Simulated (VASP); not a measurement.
# GaAs (F-43m) in VASP: a series of runs, part 2 of 2

VASP 6.6.1.

## Step 3: G0W0 quasiparticle levels, PBE

POSCAR reads:

```
GaAs
1.0
    0.0000000000      2.8268500000      2.8268500000
    2.8268500000      0.0000000000      2.8268500000
    2.8268500000      2.8268500000      0.0000000000
As Ga
1 1
Direct
    0.7500000000      0.7500000000      0.7500000000
    0.0000000000      0.0000000000      0.0000000000
```

INCAR.step1 reads:

```
PREC     = Accurate       # precision mode
ENCUT    = 450            # plane-wave cutoff, eV
EDIFF    = 1E-8           # SCF threshold, eV
ISMEAR   = 0              # smearing method
SIGMA    = 0.01           # smearing width, eV
LREAL    = False          # projectors in reciprocal space
LASPH    = True           # aspherical terms in the spheres
NELM     = 100            # most SCF steps
ALGO     = Normal         # electronic algorithm
LWAVE    = True           # write WAVECAR
LCHARG   = False          # write CHGCAR
GGA      = PE             # functional
```

INCAR.step2 reads:

```
PREC     = Accurate       # precision mode
ENCUT    = 450            # plane-wave cutoff, eV
EDIFF    = 1E-8           # SCF threshold, eV
ISMEAR   = 0              # smearing method
SIGMA    = 0.01           # smearing width, eV
LREAL    = False          # projectors in reciprocal space
LASPH    = True           # aspherical terms in the spheres
NELM     = 1              # most SCF steps
ALGO     = Exact          # electronic algorithm
LWAVE    = True           # write WAVECAR
LCHARG   = False          # write CHGCAR
GGA      = PE             # functional
NBANDS   = 22             # bands
LOPTICS  = True           # frequency-dependent dielectric function
ISTART   = 1
```

INCAR.step3 reads:

```
PREC     = Accurate       # precision mode
ENCUT    = 450            # plane-wave cutoff, eV
EDIFF    = 1E-8           # SCF threshold, eV
ISMEAR   = 0              # smearing method
SIGMA    = 0.01           # smearing width, eV
LREAL    = False          # projectors in reciprocal space
LASPH    = True           # aspherical terms in the spheres
ALGO     = EVGW0          # electronic algorithm
LWAVE    = False          # write WAVECAR
LCHARG   = False          # write CHGCAR
GGA      = PE             # functional
NELMGW   = 1            
NBANDS   = 22             # bands
ENCUTGW  = 75             # cutoff of the response function
NOMEGA   = 48             # frequency points
PRECFOCK = Fast         
ISTART   = 1            
NBANDSGW = 17
```

KPOINTS reads:

```
regular mesh
0
Gamma
  3 3 3
```

Potentials or basis: VASP PAW PBE potentials, release 64 (As_GW, Ga_d_GW).

Command:

```bash
cat potpaw_PBE.64/As_GW/POTCAR potpaw_PBE.64/Ga_d_GW/POTCAR > POTCAR
cp INCAR.step1 INCAR
mpirun -np 1 vasp_std > vasp.out
cp INCAR.step2 INCAR
mpirun -np 1 vasp_std > vasp.out
cp INCAR.step3 INCAR
mpirun -np 1 vasp_std > vasp.out
```

OUTCAR:

```text
PREC = Accurate
   ENCUT = 450
   EDIFF = 1E-8
   ISMEAR = 0
   LREAL = False
   LASPH = True
   GGA = PE
   NELMGW = 1
   ENCUTGW = 75
   PRECFOCK = Fast
   ISTART = 1

 Found      4 irreducible k-points:

 Following reciprocal coordinates:
            Coordinates               Weight
  0.000000  0.000000  0.000000      1.000000
  0.333333  0.000000  0.000000      8.000000
  0.333333  0.333333  0.000000      6.000000
 -0.333333  0.333333  0.000000     12.000000
   k-points           NKPTS =      4   k-points in BZ     NKDIM =     27   number of bands    NBANDS=     22
   number of dos      NEDOS =    301   number of ions     NIONS =      2
   total plane-waves  NPLWV =  21952
   dimension x,y,z NGX =    28 NGY =   28 NGZ =   28
   dimension x,y,z NGXF=    56 NGYF=   56 NGZF=   56
   ions per type =               1   1
   NGX,Y,Z   is equivalent  to a cutoff of  11.64, 11.64, 11.64 a.u.
   NGXF,Y,Z  is equivalent  to a cutoff of  23.29, 23.29, 23.29 a.u.
 SYSTEM =  unknown system
   PREC   = accura    normal or accurate (medium, high low for compatibility)
   ISTART =      1    job   : 0-new  1-cont  2-samecut
   ICHARG =      0    charge: 1-file 2-atom 10-const
   ISPIN  =      1    spin polarized calculation?
   LNONCOLLINEAR =      F non collinear calculations
   LSORBIT =      F    spin-orbit coupling
   LASPH  =      T    aspherical Exc in radial PAW
   ENCUT  =  450.0 eV  33.07 Ry    5.75 a.u.   6.91  6.91  6.91*2*pi/ulx,y,z
   NELM   =     60;   NELMIN=  2; NELMDL=  0     # of ELM steps
   EDIFF  = 0.1E-07   stopping-criterion for ELM
   LREAL  =      F    real-space projection
   EDIFFG = 0.1E-06   stopping-criterion for IOM
   NSW    =      0    number of steps for IOM
   IBRION =     -1    ionic relax: 0-MD 1-quasi-New 2-CG
   NFREE  =      0    steps in history (QN), initial steepest desc. (CG)
   ISIF   =      0    stress and relaxation
   ISYM   =      3    0-nonsym 1-usesym 2-fastsym
   POTIM  = 0.5000    time-step for ionic-motion
   TEBEG  =    0.0;   TEEND  =   0.0 temperature during run
   PSTRESS=    0.0 pullay stress
   NELECT =      18.0000    total number of electrons
   NUPDOWN=      -1.0000    fix difference up-down
   EMIN   =  10.00;   EMAX   =-10.00  energy-range for DOS
   EFERMI =   0.00;   METHOD = LEGACY
   ISMEAR =     0;   SIGMA  =   0.01  broadening in eV -4-tet -1-fermi 0-gaus
   EFERMI_NEDOS =   21; number of points for ismear=-14 and -15
   IALGO  =     38    algorithm
   IMIX   =      4    mixing-type and parameters
     AMIX     =   0.40;   BMIX     =  1.00
     AMIX_MAG =   1.60;   BMIX_MAG =  1.00
  volume/ion in A,a.u.               =      22.59       152.44
  Fermi-wavevector in a.u.,A,eV,Ry     =   1.204628  2.276417 19.743799  1.451128
  Thomas-Fermi vector in A             =   2.340347
   LORBIT       =      0    0 simple, 1 ext, 2 COOP (PROOUT), +10 PAW based schemes
   GGA     = PE    functional components
   LHFCALC =     T    Hartree Fock is set to
   PRECFOCK=fast      Normal, Fast or Accurate (Low or Medium for compatibility)
   ENCUT4O =  -1.0   cutoff for four orbital integrals eV
   NKREDX  =     1    reduce k-point grid by
   NKREDY  =     1    reduce k-point grid by
   NKREDZ  =     1    reduce k-point grid by
   AEXX    =    1.0000 exact exchange contribution
   HFSCREEN=    0.0000 screening length (either q_TF or 0.3 A-1)
   HFSCREENC=   0.0000 screening length for correlation (either q_TF or 0.3 A-1)
   ENCUTFOCK=  -1.0 apply spherical cutoff to Coloumb kernel
   IVDW    =     0    specifies the selected vdW correction
   LEPSILON=     F    determine dielectric tensor
   LRPA    =     F    only Hartree local field effects (RPA)
   LRPAFORCE           =     F    calculate RPA forces
   ENCUTGW             =  75.0    cutoff for response function in eV
   ENCUTGWSOFT         =  60.0    soft cutoff for Coulomb kernel in GW response function in eV
   ENCUTLF             =  -1.0    cutoff for local field effects
   NELMGW              =     1    number of iterations in solving QP/BSE equation
   NELMHF              =     1    number of iterations in the inner HF iteration
   NKREDLFX            =     1    NKREDLFY  =   1   NKREDLFZ  =   1
 non-spin polarized calculation
 Gauss-broadening in eV      SIGMA  =   0.01
  energy-cutoff  :      450.00
  volume of cell :       45.18
 maximum number of plane-waves:      1002
  NGX = 16; NGY = 16; NGZ = 16
   NGX = 13   NGY = 13   NGZ = 13
 maximum number of plane-waves:        72
 NGX is ok and might be reduce to    14

 QP shifts <psi_nk| G(iteration)W_0 |psi_nk>: iteration 1
 for sc-GW calculations column KS-energies equals QP-energies in previous step
 and V_xc(KS)=  KS-energies - (<T + V_ion + V_H > + <T+V_H+V_ion>^1  + <V_x>^1)

 k-point   1 :       0.0000    0.0000    0.0000
  band No.  KS-energies  QP-energies   sigma(KS)   V_xc(KS)     V^pw_x(r,r')   Z            occupation Imag(sigma)

      1     -10.9657     -14.4328     -26.7998     -21.7143     -35.0608       0.6818       2.0000       0.3184
      2     -10.9657     -14.4328     -26.7998     -21.7143     -35.0608       0.6818       2.0000       0.3184
      3     -10.9657     -14.4328     -26.7998     -21.7143     -35.0608       0.6818       2.0000       0.3184
      4     -10.8902     -14.3876     -26.9324     -21.8111     -35.1533       0.6829       2.0000       0.2831
      5     -10.8902     -14.3876     -26.9324     -21.8111     -35.1533       0.6829       2.0000       0.2831
      6      -8.7612      -8.6861     -11.0235     -11.1299     -18.0691       0.7054       2.0000       1.2601
[... 9 lines left out ...]
     16      14.0011      14.9695      -8.5778      -9.8151      -4.4893       0.7827       0.0000      -0.3312
     17      15.4490      16.1695      -6.7340      -7.6397      -2.1672       0.7957       0.0000      -0.4948
[... 46 lines left out ...]
      1     -11.0528     -14.3699     -26.2500     -21.3615     -34.5296       0.6786       2.0000       0.3553
      2     -10.9363     -14.4268     -26.8715     -21.7636     -35.1198       0.6834       2.0000       0.3072
      3     -10.9289     -14.4354     -26.8996     -21.7922     -35.1574       0.6866       2.0000       0.3126
      4     -10.8981     -14.3892     -26.9054     -21.7912     -35.1297       0.6826       2.0000       0.2823
      5     -10.8869     -14.3964     -26.9331     -21.8160     -35.1596       0.6858       2.0000       0.2796
      6      -6.4238      -6.3771     -12.2406     -12.3077     -18.5477       0.6975       2.0000       0.8275
[... 9 lines left out ...]
     16      18.2111      19.4520      -7.3869      -8.9499      -2.7256       0.7939       0.0000      -0.7422
     17      18.6244      19.7466      -6.8769      -8.2679      -2.3578       0.8068       0.0000      -0.7481
```

OUTCAR.step1:

```text
PREC = Accurate
   ENCUT = 450
   EDIFF = 1E-8
   ISMEAR = 0
   LREAL = False
[... 171 lines left out ...]
      4.24027      4.24027      4.24027        -0.000000      0.000000      0.000000
      0.00000      0.00000      0.00000         0.000000     -0.000000     -0.000000
 -----------------------------------------------------------------------------------
    total drift:                               -0.000017     -0.000017     -0.000016

  FREE ENERGIE OF THE ION-ELECTRON SYSTEM (eV)
  ---------------------------------------------------
  free  energy   TOTEN  =        -7.6601759853 eV

  energy  without entropy=       -7.6601759853  energy(sigma->0) =       -7.66017599
```

OUTCAR.step2:

```text
PREC = Accurate
   ENCUT = 450
   EDIFF = 1E-8
   ISMEAR = 0
   LREAL = False
[... 537 lines left out ...]
     0.00000   296.72885   296.72885   296.72885    -0.00000    -0.00000     0.00000
     0.48533  -202.12616  -202.12616  -202.12616    -0.00000    -0.00000     0.00000
     0.97066   -64.31179   -64.31179   -64.31179    -0.00000    -0.00000     0.00000
     1.45598    17.70866    17.70866    17.70866     0.00000    -0.00000     0.00000
     1.94131   105.49612   105.49612   105.49612     0.00000    -0.00000     0.00000
     2.42664   -64.59992   -64.59992   -64.59992    -0.00000     0.00000    -0.00000
[... 92 lines left out ...]
    47.56213     0.78581     0.78581     0.78581     0.00000     0.00000    -0.00000
    48.04746     0.79036     0.79036     0.79036     0.00000     0.00000    -0.00000
```

Wall time 22 s (1 thread of Intel Xeon Platinum 8488C (Sapphire Rapids), shared host); peak memory 0.27 GiB.

The run converged, but some of its settings lie outside the range that counts as converged, so its numbers aren't taken as properties of the crystal.

Results:

```
Band gap on the k mesh, mean-field level : 0.49 eV, direct
Quasiparticle gap                        : 1.50 eV
Least direct quasiparticle gap           : 1.50 eV
```

Caveat: the k mesh is coarse (spacing up to 0.64 Å⁻¹), so the values aren't converged; bands, screening cutoff and mesh are small and nothing is extrapolated, so the quasiparticle values aren't converged.

## Step 4: G0W0 quasiparticle levels, PBE

POSCAR is that of step 3.

INCAR.step1 is that of step 3.

INCAR.step2 is that of step 3.

INCAR.step3: that of step 3 with these lines changed.

```diff
@@ -13,3 +13,3 @@
 NBANDS   = 22             # bands
-ENCUTGW  = 75             # cutoff of the response function
+ENCUTGW  = 200            # cutoff of the response function
 NOMEGA   = 48             # frequency points
```

KPOINTS is that of step 3.

Potentials or basis: VASP PAW PBE potentials, release 64 (As_GW, Ga_d_GW).

Command:

```bash
cat potpaw_PBE.64/As_GW/POTCAR potpaw_PBE.64/Ga_d_GW/POTCAR > POTCAR
cp INCAR.step1 INCAR
mpirun -np 1 vasp_std > vasp.out
cp INCAR.step2 INCAR
mpirun -np 1 vasp_std > vasp.out
cp INCAR.step3 INCAR
mpirun -np 1 vasp_std > vasp.out
```

OUTCAR:

```text
PREC = Accurate
   ENCUT = 450
   EDIFF = 1E-8
   ISMEAR = 0
   LREAL = False
   LASPH = True
   GGA = PE
   NELMGW = 1
   ENCUTGW = 200
   PRECFOCK = Fast
   ISTART = 1

 Found      4 irreducible k-points:

 Following reciprocal coordinates:
            Coordinates               Weight
  0.000000  0.000000  0.000000      1.000000
  0.333333  0.000000  0.000000      8.000000
  0.333333  0.333333  0.000000      6.000000
 -0.333333  0.333333  0.000000     12.000000
   k-points           NKPTS =      4   k-points in BZ     NKDIM =     27   number of bands    NBANDS=     22
   number of dos      NEDOS =    301   number of ions     NIONS =      2
   total plane-waves  NPLWV =  21952
   dimension x,y,z NGX =    28 NGY =   28 NGZ =   28
   dimension x,y,z NGXF=    56 NGYF=   56 NGZF=   56
   ions per type =               1   1
   NGX,Y,Z   is equivalent  to a cutoff of  11.64, 11.64, 11.64 a.u.
   NGXF,Y,Z  is equivalent  to a cutoff of  23.29, 23.29, 23.29 a.u.
 SYSTEM =  unknown system
   PREC   = accura    normal or accurate (medium, high low for compatibility)
   ISTART =      1    job   : 0-new  1-cont  2-samecut
   ICHARG =      0    charge: 1-file 2-atom 10-const
   ISPIN  =      1    spin polarized calculation?
   LNONCOLLINEAR =      F non collinear calculations
   LSORBIT =      F    spin-orbit coupling
   LASPH  =      T    aspherical Exc in radial PAW
   ENCUT  =  450.0 eV  33.07 Ry    5.75 a.u.   6.91  6.91  6.91*2*pi/ulx,y,z
   NELM   =     60;   NELMIN=  2; NELMDL=  0     # of ELM steps
   EDIFF  = 0.1E-07   stopping-criterion for ELM
   LREAL  =      F    real-space projection
   EDIFFG = 0.1E-06   stopping-criterion for IOM
   NSW    =      0    number of steps for IOM
   IBRION =     -1    ionic relax: 0-MD 1-quasi-New 2-CG
   NFREE  =      0    steps in history (QN), initial steepest desc. (CG)
   ISIF   =      0    stress and relaxation
   ISYM   =      3    0-nonsym 1-usesym 2-fastsym
   POTIM  = 0.5000    time-step for ionic-motion
   TEBEG  =    0.0;   TEEND  =   0.0 temperature during run
   PSTRESS=    0.0 pullay stress
   NELECT =      18.0000    total number of electrons
   NUPDOWN=      -1.0000    fix difference up-down
   EMIN   =  10.00;   EMAX   =-10.00  energy-range for DOS
   EFERMI =   0.00;   METHOD = LEGACY
   ISMEAR =     0;   SIGMA  =   0.01  broadening in eV -4-tet -1-fermi 0-gaus
   EFERMI_NEDOS =   21; number of points for ismear=-14 and -15
   IALGO  =     38    algorithm
   IMIX   =      4    mixing-type and parameters
     AMIX     =   0.40;   BMIX     =  1.00
     AMIX_MAG =   1.60;   BMIX_MAG =  1.00
  volume/ion in A,a.u.               =      22.59       152.44
  Fermi-wavevector in a.u.,A,eV,Ry     =   1.204628  2.276417 19.743799  1.451128
  Thomas-Fermi vector in A             =   2.340347
   LORBIT       =      0    0 simple, 1 ext, 2 COOP (PROOUT), +10 PAW based schemes
   GGA     = PE    functional components
   LHFCALC =     T    Hartree Fock is set to
   PRECFOCK=fast      Normal, Fast or Accurate (Low or Medium for compatibility)
   ENCUT4O =  -1.0   cutoff for four orbital integrals eV
   NKREDX  =     1    reduce k-point grid by
   NKREDY  =     1    reduce k-point grid by
   NKREDZ  =     1    reduce k-point grid by
   AEXX    =    1.0000 exact exchange contribution
   HFSCREEN=    0.0000 screening length (either q_TF or 0.3 A-1)
   HFSCREENC=   0.0000 screening length for correlation (either q_TF or 0.3 A-1)
   ENCUTFOCK=  -1.0 apply spherical cutoff to Coloumb kernel
   IVDW    =     0    specifies the selected vdW correction
   LEPSILON=     F    determine dielectric tensor
   LRPA    =     F    only Hartree local field effects (RPA)
   LRPAFORCE           =     F    calculate RPA forces
   ENCUTGW             = 200.0    cutoff for response function in eV
   ENCUTGWSOFT         = 160.0    soft cutoff for Coulomb kernel in GW response function in eV
   ENCUTLF             =  -1.0    cutoff for local field effects
   NELMGW              =     1    number of iterations in solving QP/BSE equation
   NELMHF              =     1    number of iterations in the inner HF iteration
   NKREDLFX            =     1    NKREDLFY  =   1   NKREDLFZ  =   1
 non-spin polarized calculation
 Gauss-broadening in eV      SIGMA  =   0.01
  energy-cutoff  :      450.00
  volume of cell :       45.18
 maximum number of plane-waves:      1002
  NGX = 16; NGY = 16; NGZ = 16
   NGX = 13   NGY = 13   NGZ = 13
 maximum number of plane-waves:       302

 QP shifts <psi_nk| G(iteration)W_0 |psi_nk>: iteration 1
 for sc-GW calculations column KS-energies equals QP-energies in previous step
 and V_xc(KS)=  KS-energies - (<T + V_ion + V_H > + <T+V_H+V_ion>^1  + <V_x>^1)

 k-point   1 :       0.0000    0.0000    0.0000
  band No.  KS-energies  QP-energies   sigma(KS)   V_xc(KS)     V^pw_x(r,r')   Z            occupation Imag(sigma)

      1     -10.9657     -13.6717     -25.7026     -21.7143     -35.0608       0.6785       2.0000       0.3941
      2     -10.9657     -13.6717     -25.7026     -21.7143     -35.0608       0.6785       2.0000       0.3941
      3     -10.9657     -13.6717     -25.7026     -21.7143     -35.0608       0.6785       2.0000       0.3941
      4     -10.8902     -13.6303     -25.8388     -21.8111     -35.1533       0.6803       2.0000       0.3585
      5     -10.8902     -13.6303     -25.8388     -21.8111     -35.1533       0.6803       2.0000       0.3585
      6      -8.7612      -8.6912     -11.0306     -11.1299     -18.0691       0.7052       2.0000       1.2625
[... 9 lines left out ...]
     16      14.0011      15.0244      -8.5093      -9.8151      -4.4893       0.7837       0.0000      -0.3645
     17      15.4490      16.1869      -6.7129      -7.6397      -2.1672       0.7963       0.0000      -0.5037
[... 46 lines left out ...]
      1     -11.0528     -13.6282     -25.1902     -21.3615     -34.5296       0.6726       2.0000       0.4289
      2     -10.9363     -13.6624     -25.7710     -21.7636     -35.1198       0.6803       2.0000       0.3820
      3     -10.9289     -13.6639     -25.7953     -21.7922     -35.1574       0.6832       2.0000       0.3859
      4     -10.8981     -13.6324     -25.8121     -21.7912     -35.1297       0.6800       2.0000       0.3580
      5     -10.8869     -13.6352     -25.8388     -21.8160     -35.1596       0.6832       2.0000       0.3544
      6      -6.4238      -6.3459     -12.1959     -12.3077     -18.5477       0.6975       2.0000       0.8253
[... 9 lines left out ...]
     16      18.2111      19.4577      -7.3803      -8.9499      -2.7256       0.7942       0.0000      -0.7500
     17      18.6244      19.7650      -6.8562      -8.2679      -2.3578       0.8079       0.0000      -0.7614
```

Run time: 29 s. Hardware: 1 thread of Intel Xeon Platinum 8488C (Sapphire Rapids), shared host; peak memory 0.28 GiB.

The run converged, but some of its settings lie outside the range that counts as converged, so its numbers aren't taken as properties of the crystal.

What came out:

| Property | Result |
| --- | --- |
| Band gap on the k mesh, mean-field level | 0.49 eV, direct |
| Quasiparticle gap | 1.50 eV |
| Least direct quasiparticle gap | 1.50 eV |

Caveat: the k mesh is coarse (spacing up to 0.64 Å⁻¹), so the values aren't converged; bands, screening cutoff and mesh are small and nothing is extrapolated, so the quasiparticle values aren't converged.
